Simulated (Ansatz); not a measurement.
Molecular dynamics on a 2×2×1 supercell (12 atoms) of ZrSe₂ (CdI2 type), relaxed with r2SCAN+rVV10. Forces come from PBEsol in the PAW code Ansatz: Langevin thermostat and barostat (NPT), 800 K, steps of 1.5 fs. Classical nuclei, no spin polarisation; a few dozen steps show the first response, not equilibrium.

```yaml
crystal:
  lattice:
    - [7.5762246435, 0.0, 0.0]
    - [-3.7881123217, 6.561203006, 0.0]
    - [0.0, 0.0, 6.1800626954]
  atoms:
    - { symbol: Zr, position: [0.0, 0.0, 0.0] }
    - { symbol: Se, position: [0.1666666667, 0.3333333333, 0.2538098229] }
    - { symbol: Se, position: [0.3333333333, 0.1666666667, 0.7461901771] }
    - { symbol: Zr, position: [0.0, 0.5, 0.0] }
    - { symbol: Se, position: [0.1666666667, 0.8333333333, 0.2538098229] }
    - { symbol: Se, position: [0.3333333333, 0.6666666667, 0.7461901771] }
    - { symbol: Zr, position: [0.5, 0.0, 0.0] }
    - { symbol: Se, position: [0.6666666667, 0.3333333333, 0.2538098229] }
    - { symbol: Se, position: [0.8333333333, 0.1666666667, 0.7461901771] }
    - { symbol: Zr, position: [0.5, 0.5, 0.0] }
    - { symbol: Se, position: [0.6666666667, 0.8333333333, 0.2538098229] }
    - { symbol: Se, position: [0.8333333333, 0.6666666667, 0.7461901771] }
kpoints:
  mp_grid: { grid: [3, 3, 2] }
hamiltonian:
  xc: pbesol
scf:
  occupations: { method: fermi_dirac, width: 0.069 }
md:
  ensemble: npt_langevin
  temperature: 800
  timestep: 1.5
  n_steps: 20
  initial_velocities: maxwell_boltzmann
  seed: 7788
```

Run as `ansatz run input.yaml --threads 4 --pin off --max-ram 3686MiB --backend cpu --events-out ev --progress --plain --runs-dir out`.

Q: It ran on 4 threads of Arm Neoverse V2 (shared host). About how long did it take, and how much host memory at the peak?

A: About 2.3 min, with a peak of 1.2 GiB.

```
step  t (fs)  T (K)  free energy F from step 0 (meV/atom)  kinetic energy (meV/atom)  pressure (GPa)  volume (Å³/atom)  largest force (eV/Å)
   0       0    733                                   0.0                       94.8           -1.17             25.60                  0.08
   1     1.5    667                                   0.2                       86.2           -1.24             25.60                  0.16
   2       3    607                                   0.8                       78.5           -1.30             25.60                  0.23
   3     4.5    609                                   1.8                       78.7           -1.32             25.62                  0.31
   4       6    617                                   3.1                       79.7           -1.33             25.63                  0.41
   5     7.5    620                                   4.6                       80.1           -1.31             25.63                  0.52
   6       9    613                                   6.4                       79.2           -1.27             25.62                  0.63
   7    10.5    625                                   8.4                       80.8           -1.19             25.61                  0.74
   8      12    622                                  10.7                       80.4           -1.09             25.60                  0.86
   9    13.5    607                                  13.2                       78.5           -0.96             25.59                  0.97
  10      15    615                                  16.0                       79.5           -0.81             25.57                  1.07
  11    16.5    637                                  18.9                       82.4           -0.63             25.55                  1.16
  12      18    651                                  22.3                       84.2           -0.46             25.52                  1.25
  13    19.5    612                                  25.8                       79.1           -0.31             25.50                  1.33
  14      21    612                                  29.4                       79.1           -0.11             25.48                  1.40
  15    22.5    641                                  33.3                       82.8            0.12             25.45                  1.48
  16      24    594                                  37.2                       76.8            0.29             25.43                  1.55
  17    25.5    583                                  41.3                       75.4            0.45             25.41                  1.62
  18      27    518                                  45.6                       67.0            0.57             25.39                  1.70
  19    28.5    510                                  49.9                       66.0            0.72             25.37                  1.77
  20      30    516                                  54.2                       66.7            0.90             25.35                  1.85
```

The temperature starts at 733 K, is lowest at step 19 (510 K, 28.5 fs) and ends at 516 K. The thermostat hasn't had time to restore it. The atoms start on their lattice sites with kinetic energy alone, so much of it first passes into potential energy.

Positions (Å) and forces (eV/Å) at step 20:
```
cell (Å): 7.552 0.000 0.000; -3.776 6.540 0.000; 0.000 0.000 6.160
Zr   0.135  -0.050   0.016    -1.493   0.079  -0.799
Se   0.047   2.199   1.442    -0.264  -0.429   1.434
Se   1.924   1.148   4.629    -0.183  -0.730  -0.589
Zr  -1.842   3.330   0.103    -0.648  -0.805  -1.214
Se  -1.808   5.553   1.534    -0.484  -0.734   1.070
Se   0.126   4.326   4.467    -0.544   0.149   0.645
Zr   3.810  -0.069   0.025     1.338   0.477  -1.184
Se   3.851   2.105   1.506    -0.079   0.584   0.333
Se   5.691   1.055   4.589     0.080   0.267   0.408
Zr   1.830   3.201  -0.030     0.807   1.112   0.147
Se   1.761   5.478   1.628     0.920  -0.318  -0.194
Se   3.765   4.315   4.651     0.549   0.349  -0.057
```
